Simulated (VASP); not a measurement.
# MnS (Pm-3m) in VASP: single point with PBE

Aim: the single point of MnS with PBE.

Everything below comes from runs of VASP 6.6.1. Logs are shortened: lines on timing, memory, paths and dates and some standing lists are left out, and cuts for length are marked.

## 1. The structure

The structure is cubic, space group Pm-3m (No. 221). The conventional cell has a = 3.099 Å, b = 3.099 Å, c = 3.099 Å, α = 90.00°, β = 90.00°, γ = 90.00°. Around Mn (site symmetry m-3m) lie 8 S at 2.68 Å. S (site symmetry m-3m) has 8 Mn at 2.68 Å as nearest neighbours.

Measurements of this composition are mostly on another form, of space group No. 225.

## 2. Single point, PBE, collinear spin, typed start

The input, INCAR:

```
PREC = Accurate
ENCUT = 520
EDIFF = 1E-6
ISMEAR = 0
SIGMA = 0.1
LREAL = F
LASPH = T
NELM = 150
ALGO = Fast
ISIF = 2
LWAVE = F
LCHARG = T
ISPIN = 2
MAGMOM = 4 0
LORBIT = 11
LMAXMIX = 4
GGA = PE
LELF = T
LVHAR = T
NBANDS = 20
```

The input, KPOINTS:

```
Automatic mesh
0
Gamma
  6 6 6
```

The input, POSCAR:

```
MnS
1.0
    3.0990400000      0.0000000000      0.0000000000
    0.0000000000      3.0990400000      0.0000000000
    0.0000000000      0.0000000000      3.0990400000
Mn S
1 1
Direct
    0.5000000000      0.5000000000      0.5000000000
    0.0000000000      0.0000000000      0.0000000000
```

Potentials or basis: VASP PAW PBE potentials, release 64 (Mn_pv, S).

Run with:

```console
> cat potpaw_PBE.64/Mn_pv/POTCAR potpaw_PBE.64/S/POTCAR > POTCAR
> mpirun -np 1 vasp_std > vasp.out
```

OUTCAR:

```text
PREC = Accurate
   ENCUT = 520
   EDIFF = 1E-6
   ISMEAR = 0
   LREAL = F
   LASPH = T
   NELM = 150
   ISIF = 2
   ISPIN = 2
   LORBIT = 11
   GGA = PE

 ion  position               nearest neighbor table
   1  0.500  0.500  0.500-   2 2.68   2 2.68   2 2.68   2 2.68   2 2.68   2 2.68   2 2.68   2 2.68

   2  0.000  0.000  0.000-   1 2.68   1 2.68   1 2.68   1 2.68   1 2.68   1 2.68   1 2.68   1 2.68

  LATTYP: Found a simple cubic cell.
 ALAT       =     3.0990400000

  Lattice vectors:

 A1 = (   3.0990400000,   0.0000000000,   0.0000000000)
 A2 = (   0.0000000000,   3.0990400000,   0.0000000000)
 A3 = (   0.0000000000,   0.0000000000,   3.0990400000)

Analysis of symmetry for initial positions (statically):
=====================================================================
 Subroutine PRICEL returns:
 Original cell was already a primitive cell.

 Routine SETGRP: Setting up the symmetry group for a
 simple cubic supercell.

 Subroutine GETGRP returns: Found 48 space group operations
 (whereof 48 operations were pure point group operations)
 out of a pool of 48 trial point group operations.

The static configuration has the point symmetry O_h .

Analysis of symmetry for dynamics (positions and initial velocities):
=====================================================================
 Subroutine PRICEL returns:
 Original cell was already a primitive cell.

 Routine SETGRP: Setting up the symmetry group for a
 simple cubic supercell.

 Subroutine GETGRP returns: Found 48 space group operations
 (whereof 48 operations were pure point group operations)
 out of a pool of 48 trial point group operations.

The dynamic configuration has the point symmetry O_h .

Analysis of structural, dynamic, and magnetic symmetry:
=====================================================================
 Subroutine PRICEL returns:
 Original cell was already a primitive cell.

 Routine SETGRP: Setting up the symmetry group for a
 simple cubic supercell.

 Subroutine GETGRP returns: Found 48 space group operations
 (whereof 48 operations were pure point group operations)
 out of a pool of 48 trial point group operations.

The overall configuration has the point symmetry O_h .

 Subroutine INISYM returns: Found 48 space group operations
 (whereof 48 operations are pure point group operations),
 and found     1 'primitive' translations

----------------------------------------------------------------------------------------

                                     Primitive cell

  volume of cell :      29.7633

  direct lattice vectors                    reciprocal lattice vectors
     3.099040000  0.000000000  0.000000000     0.322680572  0.000000000  0.000000000
     0.000000000  3.099040000  0.000000000     0.000000000  0.322680572  0.000000000
     0.000000000  0.000000000  3.099040000     0.000000000  0.000000000  0.322680572

  length of vectors
     3.099040000  3.099040000  3.099040000     0.322680572  0.322680572  0.322680572

  position of ions in fractional coordinates (direct lattice)
     0.500000000  0.500000000  0.500000000
     0.000000000  0.000000000  0.000000000

  ion indices of the primitive-cell ions
   primitive index   ion index
                 1           1
                 2           2

----------------------------------------------------------------------------------------

 KPOINTS: Automatic mesh

Automatic generation of k-mesh.
 Grid dimensions read from file:
 generate k-points for:    6    6    6

 Generating k-lattice:

  Cartesian coordinates                     Fractional coordinates (reciprocal lattice)
     0.053780095  0.000000000  0.000000000     0.166666667  0.000000000  0.000000000
     0.000000000  0.053780095  0.000000000     0.000000000  0.166666667  0.000000000
     0.000000000  0.000000000  0.053780095     0.000000000  0.000000000  0.166666667

  Length of vectors
     0.053780095  0.053780095  0.053780095

  Shift w.r.t. Gamma in fractional coordinates (k-lattice)
     0.000000000  0.000000000  0.000000000

 Subroutine IBZKPT returns following result:
 ===========================================

 Found     20 irreducible k-points:

 Following reciprocal coordinates:
            Coordinates               Weight
  0.000000  0.000000  0.000000      1.000000
  0.166667  0.000000  0.000000      6.000000
  0.333333  0.000000  0.000000      6.000000
  0.500000  0.000000  0.000000      3.000000
  0.166667  0.166667  0.000000     12.000000
  0.333333  0.166667  0.000000     24.000000
[... 12 lines left out ...]
  0.500000  0.500000  0.333333      6.000000
  0.500000  0.500000  0.500000      1.000000
   k-points           NKPTS =     20   k-points in BZ     NKDIM =     20   number of bands    NBANDS=     20
   number of dos      NEDOS =    301   number of ions     NIONS =      2
   total plane-waves  NPLWV =  13824
   dimension x,y,z NGX =    24 NGY =   24 NGZ =   24
   dimension x,y,z NGXF=    48 NGYF=   48 NGZF=   48
   ions per type =               1   1
   NGX,Y,Z   is equivalent  to a cutoff of  12.87, 12.87, 12.87 a.u.
   NGXF,Y,Z  is equivalent  to a cutoff of  25.75, 25.75, 25.75 a.u.
 SYSTEM =  unknown system
   PREC   = accura    normal or accurate (medium, high low for compatibility)
   ISTART =      0    job   : 0-new  1-cont  2-samecut
   ICHARG =      2    charge: 1-file 2-atom 10-const
   ISPIN  =      2    spin polarized calculation?
   LNONCOLLINEAR =      F non collinear calculations
   LSORBIT =      F    spin-orbit coupling
   LASPH  =      T    aspherical Exc in radial PAW
   ENCUT  =  520.0 eV  38.22 Ry    6.18 a.u.   5.76  5.76  5.76*2*pi/ulx,y,z
   NELM   =    150;   NELMIN=  2; NELMDL= -5     # of ELM steps
   EDIFF  = 0.1E-05   stopping-criterion for ELM
   LREAL  =      F    real-space projection
   EDIFFG = 0.1E-04   stopping-criterion for IOM
   NSW    =      0    number of steps for IOM
   IBRION =     -1    ionic relax: 0-MD 1-quasi-New 2-CG
   NFREE  =      0    steps in history (QN), initial steepest desc. (CG)
   ISIF   =      2    stress and relaxation
   ISYM   =      2    0-nonsym 1-usesym 2-fastsym
   POTIM  = 0.5000    time-step for ionic-motion
   TEBEG  =    0.0;   TEEND  =   0.0 temperature during run
   PSTRESS=    0.0 pullay stress
   NELECT =      19.0000    total number of electrons
   NUPDOWN=      -1.0000    fix difference up-down
   EMIN   =  10.00;   EMAX   =-10.00  energy-range for DOS
   EFERMI =   0.00;   METHOD = LEGACY
   ISMEAR =     0;   SIGMA  =   0.10  broadening in eV -4-tet -1-fermi 0-gaus
   EFERMI_NEDOS =   21; number of points for ismear=-14 and -15
   IALGO  =     68    algorithm
   IMIX   =      4    mixing-type and parameters
     AMIX     =   0.40;   BMIX     =  1.00
     AMIX_MAG =   1.60;   BMIX_MAG =  1.00
  volume/ion in A,a.u.               =      14.88       100.43
  Fermi-wavevector in a.u.,A,eV,Ry     =   1.409610  2.663776 27.034766  1.986999
  Thomas-Fermi vector in A             =   2.531648
   LORBIT       =     11    0 simple, 1 ext, 2 COOP (PROOUT), +10 PAW based schemes
   GGA     = PE    functional components
   LHFCALC =     F    Hartree Fock is set to
   AEXX    =    0.0000 exact exchange contribution
   IVDW    =     0    specifies the selected vdW correction
   LEPSILON=     F    determine dielectric tensor
   LRPA    =     F    only Hartree local field effects (RPA)
 spin polarized calculation
 RMM-DIIS sequential band-by-band and
 Gauss-broadening in eV      SIGMA  =   0.10
  energy-cutoff  :      520.00
  volume of cell :       29.76
 maximum number of plane-waves:       840
 NGX is ok and might be reduce to    24
   NGX = 11   NGY = 11   NGZ = 11

 number of electron      18.9999973 magnetization       3.2813353

 Free energy of the ion-electron system (eV)
  ---------------------------------------------------
  ext. energy  EPLUGINS =         0.00000000
  ---------------------------------------------------
  free energy    TOTEN  =       -13.23339632 eV

  energy without entropy =      -13.22951970  energy(sigma->0) =      -13.23145801

 E-fermi :   8.3960     XC(G=0): -11.6825

 val. band max:        8.3178159490   @ k =   0.1667   0.0000   0.0000
 cond. band min:       8.4884408273   @ k =   0.3333   0.1667   0.1667
 fundamental gap:      0.1706248783
 Fermi energy:         8.3959568701

 spin component 1

 k-point     1 :       0.0000    0.0000    0.0000
  band No.  band energies     occupation
      1     -41.3492      1.00000
      2     -41.3492      1.00000
      3     -41.3492      1.00000
      4      -7.0751      1.00000
      5       5.0558      1.00000
      6       5.0558      1.00000
[... 12 lines left out ...]
     19      23.9544      0.00000
     20      23.9544      0.00000

 k-point     2 :       0.1667    0.0000    0.0000
  band No.  band energies     occupation
      1     -41.3586      1.00000
      2     -41.3484      1.00000
      3     -41.3484      1.00000
      4      -6.7782      1.00000
      5       3.8408      1.00000
      6       5.1543      1.00000
[... 12 lines left out ...]
     19      23.8883      0.00000
     20      25.7185      0.00000

 k-point     3 :       0.3333    0.0000    0.0000
  band No.  band energies     occupation
      1     -41.3773      1.00000
      2     -41.3469      1.00000
      3     -41.3469      1.00000
      4      -6.0412      1.00000
      5       1.4596      1.00000
      6       5.0883      1.00000
[... 12 lines left out ...]
     19      23.4604      0.00000
     20      23.7518      0.00000

 k-point     4 :       0.5000    0.0000    0.0000
  band No.  band energies     occupation
      1     -41.3867      1.00000
      2     -41.3461      1.00000
      3     -41.3461      1.00000
      4      -5.5453      1.00000
      5       0.3326      1.00000
      6       4.8872      1.00000
[... 334 lines left out ...]
     19      26.8592      0.00000
     20      28.6022      0.00000

 k-point    19 :       0.5000    0.5000    0.3333
  band No.  band energies     occupation
      1     -41.3797      1.00000
      2     -41.3797      1.00000
      3     -41.3698      1.00000
      4      -3.6561      1.00000
      5       2.2245      1.00000
      6       2.2245      1.00000
[... 12 lines left out ...]
     19      27.6865      0.00000
     20      27.6865      0.00000

 k-point    20 :       0.5000    0.5000    0.5000
  band No.  band energies     occupation
      1     -41.3788      1.00000
      2     -41.3788      1.00000
      3     -41.3788      1.00000
      4      -3.2093      1.00000
      5       2.1631      1.00000
      6       2.1631      1.00000
[... 12 lines left out ...]
     19      29.4143      0.00000
     20      29.4145      0.00000
 Fermi energy:         8.3959568701

 spin component 2

 k-point     1 :       0.0000    0.0000    0.0000
  band No.  band energies     occupation
      1     -37.8128      1.00000
      2     -37.8128      1.00000
      3     -37.8128      1.00000
      4      -7.1364      1.00000
      5       6.5518      1.00000
      6       6.5518      1.00000
[... 12 lines left out ...]
     19      24.8215      0.00000
     20      24.8215      0.00000

 k-point     2 :       0.1667    0.0000    0.0000
  band No.  band energies     occupation
      1     -37.8242      1.00000
      2     -37.8118      1.00000
      3     -37.8118      1.00000
      4      -6.8500      1.00000
      5       4.2551      1.00000
      6       6.4580      1.00000
[... 12 lines left out ...]
     19      23.9449      0.00000
     20      26.2725      0.00000

 k-point     3 :       0.3333    0.0000    0.0000
  band No.  band energies     occupation
      1     -37.8469      1.00000
      2     -37.8099      1.00000
      3     -37.8099      1.00000
      4      -6.1477      1.00000
      5       1.7126      1.00000
      6       6.2843      1.00000
[... 12 lines left out ...]
     19      23.7055      0.00000
     20      24.2806      0.00000

 k-point     4 :       0.5000    0.0000    0.0000
  band No.  band energies     occupation
      1     -37.8583      1.00000
      2     -37.8090      1.00000
      3     -37.8090      1.00000
      4      -5.6858      1.00000
      5       0.5936      1.00000
      6       6.2028      1.00000
[... 337 lines left out ...]
 k-point    19 :       0.5000    0.5000    0.3333
  band No.  band energies     occupation
      1     -37.8493      1.00000
      2     -37.8493      1.00000
      3     -37.8374      1.00000
      4      -3.8247      1.00000
      5       2.6440      1.00000
      6       2.6440      1.00000
[... 12 lines left out ...]
     19      28.0254      0.00000
     20      28.0256      0.00000

 k-point    20 :       0.5000    0.5000    0.5000
  band No.  band energies     occupation
      1     -37.8482      1.00000
      2     -37.8482      1.00000
      3     -37.8482      1.00000
      4      -3.4195      1.00000
      5       2.7151      1.00000
      6       2.7151      1.00000
[... 12 lines left out ...]
     19      29.6927      0.00000
     20      29.6929      0.00000

------------------------ aborting loop because EDIFF is reached ----------------------------------------

  FORCE on cell =-STRESS in cart. coord.  units (eV):
  Direction    XX          YY          ZZ          XY          YZ          ZX
  --------------------------------------------------------------------------------------
  -------------------------------------------------------------------------------------
  Total       -1.5000692     -1.5000692     -1.5000692     -0.0000000     -0.0000000      0.0000000
  in kB      -80.7495899    -80.7495899    -80.7495899     -0.0000000     -0.0000000      0.0000000
  external PRESSURE =     -80.7495899 kB  Pullay stress =       0.0000000 kB

 VOLUME and BASIS-vectors are now :
 -----------------------------------------------------------------------------
  energy-cutoff  :      520.00
  volume of cell :       29.76
      direct lattice vectors                 reciprocal lattice vectors
     3.099040000  0.000000000  0.000000000     0.322680572  0.000000000  0.000000000
     0.000000000  3.099040000  0.000000000     0.000000000  0.322680572  0.000000000
     0.000000000  0.000000000  3.099040000     0.000000000  0.000000000  0.322680572

 POSITION                                       TOTAL-FORCE (eV/Angst)
 -----------------------------------------------------------------------------------
      1.54952      1.54952      1.54952         0.000000      0.000000      0.000000
      0.00000      0.00000      0.00000         0.000000      0.000000      0.000000
 -----------------------------------------------------------------------------------
    total drift:                                0.000000      0.000000     -0.000000

  FREE ENERGIE OF THE ION-ELECTRON SYSTEM (eV)
  ---------------------------------------------------
  free  energy   TOTEN  =       -13.2333963216 eV

  energy  without entropy=      -13.2295196987  energy(sigma->0) =      -13.23145801

 total charge

# of ion       s       p       d       tot
------------------------------------------
    1        0.208   6.162   5.053  11.423
    2        1.373   2.263   0.000   3.636
--------------------------------------------------
tot          1.581   8.425   5.053  15.059

 magnetization (x)

# of ion       s       p       d       tot
------------------------------------------
    1        0.017   0.027   3.273   3.316
    2        0.023  -0.155   0.000  -0.132
--------------------------------------------------
tot          0.040  -0.128   3.273   3.185
```

Run time: 14 s. Hardware: 1 thread of Intel Xeon Platinum 8488C (Sapphire Rapids), shared host; peak memory 0.15 GiB.

What came out:

- Free energy: -13.2334 eV
- Pressure: -8.1 GPa
- Band gap on the k mesh: none (metal or under the smearing width)
- Net moment: 3.28 μB per cell
- Site moments: Mn +3.32; S -0.13 μB
- Valence electrons inside the program's atomic spheres: Mn 11.42; S 3.64

Caveat: a cell with one magnetic atom can't hold antiferromagnetic order, which such compounds often take; semilocal functionals often make such compounds metallic where correlation or magnetic order opens a gap, which also shifts bond lengths. With open d or f shells a metallic result of PBE can be an artefact of self-interaction; +U or a hybrid may open a gap.
